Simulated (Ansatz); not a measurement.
**AgI: one input, then a changed one**

The cell is COD entry 9008829, as deposited and not checked against the literature; nothing was relaxed. It differs from other determinations. The listed cell was then made from it by scaling, straining or moving an atom.

First run: DFT, PBE, PAW with Ansatz's default frozen-core files, scalar-relativistic (Ansatz 0.2.0).

Command: `ansatz run input.yaml --threads 1 --pin off --max-ram 2048MiB --backend cpu --events-out ev --progress --plain --runs-dir out` The run took 5.2 s on 1 thread of Intel(R) Xeon(R) Platinum 8259CL CPU @ 2.50GHz (Skylake/Cascade Lake), with other jobs on the host.

```yaml
crystal:
  lattice:
    - [0.0, 3.2790904105, 3.2790904105]
    - [3.2790904105, 0.0, 3.2790904105]
    - [3.2790904105, 3.2790904105, 0.0]
  atoms:
    - { symbol: Ag, position: [0.0, 0.0, 0.0] }
    - { symbol: I, position: [0.75, 0.75, 0.75] }
kpoints:
  mp_grid: { grid: [7, 7, 7] }
scf:
  occupations: { method: fermi_dirac, width: 0.01 }
hamiltonian:
  xc: pbe
  pseudopotentials: { kind: paw }
output:
  forces: true
  stress: true
  eigenvalues: true
  efg: { contact_densities: true }
```

Result: converged; pressure 0.90 GPa; gap on the k mesh 1.34 eV (the mesh can miss the band edges); 6 SCF iterations.

Spin–orbit coupling is left out, though it moves levels of the heavy atoms by tenths of an eV or more.

A second input differs as follows:

```diff
@@ -11,4 +11,5 @@
 scf:
   occupations: { method: fermi_dirac, width: 0.01 }
+  max_iter: 75
 hamiltonian:
   xc: pbe
@@ -19,3 +20,5 @@
   eigenvalues: true
   efg: { contact_densities: true }
+basis:
+  ecutwfc: "50 eV"
```

Problem. What is wrong with it, and what does the program do?

Solution. The fault is a cutoff far too low. The run converged; energy at zero smearing +1047131.2 meV/atom from the first run; pressure -209.9 GPa; no gap on the k mesh; 10 SCF iterations. Such numbers aren't properties of the crystal. The log ends:
```
            electrostatic potential = -8674.907471 V   contact ρ = none
--- Band table (eV; the first three rows and the last of 20) ---
  k-point 0: bands = ["-132.7455", "-73.9969", "-73.9969", "-73.9969", "-54.4099", "-21.4564", "-21.4564", "-21.4564", "4.7663", "4.7663", "4.7663", "6.8708", "7.5537", "7.5537", "9.7864", "9.7864", "9.7864", "16.4427", "16.4427", "23.0517", "25.6569", "27.1236"]
  k-point 1: bands = ["-133.0285", "-73.8564", "-73.8564", "-73.3873", "-54.3600", "-21.4126", "-21.4126", "-21.1780", "4.8223", "4.8223", "4.8506", "6.8510", "7.6408", "7.6408", "9.8635", "9.9033", "9.9033", "16.2793", "16.2793", "23.2859", "25.5670", "27.2113"]
  k-point 2: bands = ["-135.0796", "-77.6491", "-77.6491", "-72.7926", "-54.8386", "-22.5486", "-22.5486", "-20.4887", "4.8528", "4.8528", "5.2063", "5.6984", "5.6984", "6.3554", "9.5986", "9.5986", "10.7735", "10.7735", "12.6657", "23.6577", "25.7406", "27.6465"]
  k-point 19: bands = ["-128.5279", "-74.9813", "-71.2264", "-70.8410", "-50.9678", "-21.1735", "-19.8395", "-19.2438", "3.5393", "4.6031", "5.5472", "6.1032", "7.0076", "10.1545", "10.7449", "11.6329", "13.9217", "14.7677", "17.6425", "19.0511", "22.7585", "24.1935"]
```
